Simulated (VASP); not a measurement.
# Si (Fm-3m) in VASP: settings compared, part 2 of 2

VASP 6.6.1. Earlier steps stand in the parts before.

## (3) Relaxation of cell and atoms, PBE+D3(BJ)

File INCAR:

```
ALGO = Normal ; EDIFF = 1E-6
EDIFFG = -0.01 ; ENCUT = 600
GGA = PE ; IBRION = 2
ISIF = 3 ; ISMEAR = 1
IVDW = 12 ; LASPH = T
LCHARG = F ; LREAL = F
LWAVE = F ; NELM = 80
NSW = 90 ; PREC = Accurate
SIGMA = 0.1
```

File KPOINTS:

```
k-points
0
Gamma
  16 16 16
```

File POSCAR:

```
Si
1.0
    0.0000000000      1.9108305409      1.9108305409
    1.9108305409      0.0000000000      1.9108305409
    1.9108305409      1.9108305409      0.0000000000
Si
1
Direct
    0.0000000000      0.0000000000      0.0000000000
```

Potentials or basis: VASP PAW PBE potentials, release 64 (Si).

The run is started by

```
> cat potpaw_PBE.64/Si/POTCAR > POTCAR
> mpirun -np 1 vasp_std > vasp.out
```

Run time: 7 s. Hardware: 1 thread of Intel Xeon 6975P-C (Granite Rapids), shared host; peak memory 0.14 GiB.

It converged, with:

| Property | Result |
| --- | --- |
| Free energy | -5.3269 eV |
| Relaxed volume | 13.64 Å³/atom |
| Relaxed cell | a = 2.682 Å, b = 2.682 Å, c = 2.682 Å, α = 60.00°, β = 60.00°, γ = 60.00° |
| Space group after relaxing (to 0.05 Å) | Fm-3m (No. 225) |
| Energy gained by relaxing | 2.2 meV/atom |
| Ionic steps | 3 |
| Pressure after relaxing | 0.0 GPa |
| Band gap on the k mesh | none (metal or under the smearing width) |
| Dispersion energy per atom | -0.455 eV |

Step by step:
```tsv
step	energy change (eV)	largest force (eV/Å)	pressure (GPa)	volume (Å³)
1	0.0000	0.0000	-2.20	13.95
2	-0.0020	0.0000	0.56	13.57
3	-0.0022	0.0000	0.01	13.64
```

Final structure:
```yaml
crystal:
  lattice:
    - [0.00000, 1.89656, 1.89656]
    - [1.89656, 0.00000, 1.89656]
    - [1.89656, 1.89656, 0.00000]
  atoms:
    - { symbol: Si, position: [0.00000, 0.00000, 0.00000] }
```

Levels at points of the mesh, in eV from the Fermi level:
| k point | band 1 | band 2 | band 3 | band 4 | band 5 | band 6 |
| --- | --- | --- | --- | --- | --- | --- |
| (0.00, 0.00, 0.00) | -15.02 | 11.86 | 11.86 | 11.86 | 12.15 | 12.15 |
| (0.50, 0.00, 0.00) | -7.79 | -7.35 | 9.11 | 9.11 | 11.02 | 11.02 |
| (0.50, 0.50, 0.00) | -5.66 | -4.55 | 3.36 | 3.36 | 4.29 | 7.17 |

Caveat: pairwise dispersion overbinds metals, which lowers pressure and volume.

## (4) Relaxation of cell and atoms, PBE+D3(BJ)

This run uses another cell than the first one, of 13.64 Å³/atom, 0.978 times its volume.

INCAR: that of step 3 with these lines changed.

```diff
@@ -1,3 +1,3 @@
-ALGO = Normal ; EDIFF = 1E-6
-EDIFFG = -0.01 ; ENCUT = 600
+ALGO = Normal ; EDIFF = 1E-7
+EDIFFG = -0.005 ; ENCUT = 600
 GGA = PE ; IBRION = 2
```

KPOINTS is that of step 3.

File POSCAR:

```
Si                                      
1.0
    0.0000000000      1.8965578510      1.8965578510
    1.8965578510      0.0000000000      1.8965578510
    1.8965578510      1.8965578510      0.0000000000
  Si            
     1
Direct
     0.0000000000000000    0.0000000000000000    0.0000000000000000
```

Potentials or basis: VASP PAW PBE potentials, release 64 (Si).

The run is started by

```
> cat potpaw_PBE.64/Si/POTCAR > POTCAR
> mpirun -np 1 vasp_std > vasp.out
```

OUTCAR:

```text
EDIFF = 1E-7
   EDIFFG = -0.005
   ENCUT = 600
   GGA = PE
   IBRION = 2
   ISIF = 3
   ISMEAR = 1
   IVDW = 12
   LASPH = T
   LREAL = F
   NELM = 80
   NSW = 90
   PREC = Accurate
 IVDW          = 12

 ion  position               nearest neighbor table
   1  0.000  0.000  0.000-

  LATTYP: Found a face centered cubic cell.
 ALAT       =     3.7931157020

  Lattice vectors:

 A1 = (   0.0000000000,   1.8965578510,   1.8965578510)
 A2 = (   1.8965578510,   0.0000000000,   1.8965578510)
 A3 = (   1.8965578510,   1.8965578510,   0.0000000000)

Analysis of symmetry for initial positions (statically):
=====================================================================
 Subroutine PRICEL returns:
 Original cell was already a primitive cell.

 Routine SETGRP: Setting up the symmetry group for a
 face centered cubic supercell.

 Subroutine GETGRP returns: Found 48 space group operations
 (whereof 48 operations were pure point group operations)
 out of a pool of 48 trial point group operations.

The static configuration has the point symmetry O_h .

Analysis of symmetry for dynamics (positions and initial velocities):
=====================================================================
 Subroutine PRICEL returns:
[... 162 lines left out ...]
 fundamental gap:      0.0216065157
 Fermi energy:        10.9745431974

 k-point     1 :       0.0000    0.0000    0.0000
  band No.  band energies     occupation
      1      -4.0444      2.00000
      2      22.8381      0.00000
      3      22.8381      0.00000
      4      22.8381      0.00000
      5      23.1251      0.00000
      6      23.1251      0.00000
[... 199 lines left out ...]
 k-point    24 :      -0.0625    0.0625    0.0000
  band No.  band energies     occupation
      1      -3.7287      2.00000
      2      19.4903      0.00000
      3      19.8492      0.00000
      4      22.9308      0.00000
      5      23.4309      0.00000
      6      24.8628      0.00000

 [... further k-points ...]

------------------------ aborting loop because EDIFF is reached ----------------------------------------

 Edisp (eV)   -0.45537

 E8    (eV) :    -0.1862

  FORCE on cell =-STRESS in cart. coord.  units (eV):
  Direction    XX          YY          ZZ          XY          YZ          ZX
  --------------------------------------------------------------------------------------
  -------------------------------------------------------------------------------------
  Total       0.00072     0.00072     0.00072    -0.00000    -0.00000     0.00000
  in kB       0.08488     0.08488     0.08488    -0.00000    -0.00000     0.00000
  external pressure =        0.08 kB  Pullay stress =        0.00 kB

 VOLUME and BASIS-vectors are now :
 -----------------------------------------------------------------------------
  energy-cutoff  :      600.00
  volume of cell :       13.64
      direct lattice vectors                 reciprocal lattice vectors
     0.000000000  1.896557851  1.896557851    -0.263635512  0.263635512  0.263635512
     1.896557851  0.000000000  1.896557851     0.263635512 -0.263635512  0.263635512
     1.896557851  1.896557851  0.000000000     0.263635512  0.263635512 -0.263635512

 POSITION                                       TOTAL-FORCE (eV/Angst)
 -----------------------------------------------------------------------------------
      0.00000      0.00000      0.00000         0.000000      0.000000      0.000000
 -----------------------------------------------------------------------------------
    total drift:                                0.000000     -0.000000     -0.000000

  FREE ENERGIE OF THE ION-ELECTRON SYSTEM (eV)
  ---------------------------------------------------
  free  energy   TOTEN  =        -5.3268997325 eV

  energy  without entropy=       -5.3272061364  energy(sigma->0) =       -5.32700187

 reached required accuracy - stopping structural energy minimisation
```

OSZICAR:

```text
N       E                     dE             d eps       ncg     rms          rms(c)
DAV:   1    -0.139611625032E+01   -0.13961E+01   -0.18916E+03  1842   0.573E+02
DAV:   2    -0.486011271621E+01   -0.34640E+01   -0.32459E+01  2454   0.441E+01
DAV:   3    -0.489392611654E+01   -0.33813E-01   -0.32258E-01  2184   0.436E+00
DAV:   4    -0.489397608621E+01   -0.49970E-04   -0.49967E-04  2430   0.185E-01
DAV:   5    -0.489397615302E+01   -0.66808E-07   -0.67344E-07  2172   0.422E-03    0.297E+00
DAV:   6    -0.487982092789E+01    0.14155E-01   -0.37734E-03  2016   0.364E-01    0.165E+00
DAV:   7    -0.487157243539E+01    0.82485E-02   -0.77783E-03  1878   0.523E-01    0.141E-01
DAV:   8    -0.487153067584E+01    0.41760E-04   -0.32144E-05  2634   0.621E-02    0.150E-02
DAV:   9    -0.487153086493E+01   -0.18909E-06   -0.41417E-07  2010   0.486E-03    0.120E-03
DAV:  10    -0.487153036173E+01    0.50319E-06   -0.13033E-08  1812   0.799E-04    0.837E-04
DAV:  11    -0.487153026138E+01    0.10035E-06   -0.80394E-10  1146   0.272E-04    0.131E-04
DAV:  12    -0.487153028052E+01   -0.19140E-07   -0.74013E-11  1092   0.715E-05
   1 F= -.53268997E+01 E0= -.53270019E+01  d E =-.532690E+01
```

It took 4.6 s on 1 thread of Intel Xeon 6975P-C (Granite Rapids), shared host; peak memory 0.14 GiB.

Results:

```
Free energy                : -5.3269 eV
Pressure after relaxing    : 0.0 GPa
Band gap on the k mesh     : none (metal or under the smearing width)
Dispersion energy per atom : -0.455 eV
```

Final structure:
```
Si
1.0
     0.00000    1.89656    1.89656
     1.89656    0.00000    1.89656
     1.89656    1.89656    0.00000
Si
1
Direct
  0.00000 0.00000 0.00000
```

Caveat: the relaxation stopped at its first step, so nothing moved; pairwise dispersion overbinds metals, which lowers pressure and volume.
